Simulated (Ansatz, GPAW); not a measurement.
This is a calculation of TePb for GPAW 26.7.0 (ASE script). 

run.py

```python
from ase.dft.bandgap import bandgap
from ase.io import read, write
from ase.units import GPa
from gpaw import GPAW, PW

atoms = read('POSCAR')

calc = GPAW(mode=PW(600),
            xc='PBE',
            kpts={'size': (7, 7, 7), 'gamma': True},
            occupations={'name': 'methfessel-paxton', 'order': 0, 'width': 0.026000000000000002},
            nbands=19,
            convergence={'density': 1e-05, 'energy': 1e-05},
            maxiter=150,
            txt='gpaw.txt')
atoms.calc = calc
energy = atoms.get_potential_energy()
forces = atoms.get_forces()
stress = atoms.get_stress()
calc.write('gs.gpw')
write('result.traj', atoms)
print(f'Energy: {energy:.6f} eV')
print('Forces (eV/A):')
print(forces.round(4))
print('Stress (GPa):', (stress / GPa).round(3))
print('Fermi level:', round(calc.get_fermi_level(), 4), 'eV')
print(f'Gap: {bandgap(calc)[0]:.4f} eV, direct: {bandgap(calc, direct=True)[0]:.4f} eV')
```

The input POSCAR:

```
TePb
1.0
    0.0000000000      3.2310000000      3.2310000000
    3.2310000000      0.0000000000      3.2310000000
    3.2310000000      3.2310000000      0.0000000000
Pb Te
1 1
Direct
    0.0000000000      0.0000000000      0.0000000000
    0.5000000000      0.5000000000      0.5000000000
```

Potentials or basis: GPAW PAW data sets (gpaw-data 1.2.1), pw.

Run with:

```console
$ OMP_NUM_THREADS=1 python run.py
```

Q: What does the same run look like in Ansatz 0.2.0? Potentials or basis there: all-electron LAPW, scalar-relativistic.

A: As run (cutoffs and basis follow the program's own potentials, and thresholds, step limits or extra output files can differ):

File input.yaml:

```yaml
crystal:
  lattice:
    - [0.0, 3.231, 3.231]
    - [3.231, 0.0, 3.231]
    - [3.231, 3.231, 0.0]
  atoms:
    - { symbol: Pb, position: [0.0, 0.0, 0.0] }
    - { symbol: Te, position: [0.5, 0.5, 0.5] }
kpoints:
  mp_grid: { grid: [7, 7, 7] }
scf:
  occupations: { method: gaussian, width: 0.026 }
hamiltonian:
  xc: pbe
  pseudopotentials: { kind: all_electron, lapw: { basis_error: 0.001 } }
output:
  forces: true
  stress: true
  eigenvalues: true
```

Potentials or basis: all-electron LAPW, scalar-relativistic.

Run with:

```console
$ ansatz run input.yaml --threads 1 --pin off --max-ram 3072MiB --backend cpu --events-out ev --progress --plain --runs-dir out
```

Both were run:

|  | GPAW | Ansatz |
| --- | --- | --- |
| Pressure | 1.8 GPa | 2.1 GPa |

Where Ansatz's input types no cutoff or centring, it takes its own default and a Γ-centred mesh.

Pressure is positive in compression.
